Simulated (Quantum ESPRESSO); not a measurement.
## Mg under changes of volume

One of the cells (24.535 Å³/atom); the others are scaled copies at fixed shape and fractional positions:

```xyz
1
Lattice="3.0503 0.0000 0.0000 -1.5251 2.6416 0.0000 0.0000 0.0000 3.0448" Properties=species:S:1:pos:R:3 pbc="T T T"
Mg    0.0000    0.0000    0.0000
```

This isn't the form of Mg at room conditions, which is hcp.

* Program: Quantum ESPRESSO 7.5
* Functional: PBE
* Potentials or basis: SSSP 1.3 efficiency PBE
* Cutoff: 748 eV
* Density cutoff: 5987 eV
* k mesh: 10 × 10 × 9
* Occupations: fermi-dirac, width 0.05 eV
* Spin: no spin polarisation

```tsv
volume (Å³/atom)	energy over the lowest point (meV/atom)	pressure (GPa)
23.063	23.38	3.4
23.553	14.26	2.6
24.044	?	?
24.535	3.10	1.1
25.025	0.63	0.5
25.516	0.00	-0.1
26.007	1.03	-0.6
```

Q: What does the run at 24.044 Å³/atom give?

A: Energy over the lowest point 7.57 meV/atom; pressure 1.8 GPa.

Worked out: A Birch-Murnaghan fit of order 3 (a polynomial in V^(-2/3)) to the other rows has its minimum at 25.45 Å³/atom with B0 = V·E''(V) = 28 GPa and B' = 3.9 at fixed shape and positions, which overstates the stiffness. It gives 7.57 meV/atom at 24.044 Å³/atom, against the run's 7.57, and -dE/dV = 1.8 GPa, against 1.8.

Energies are extrapolated to zero smearing.
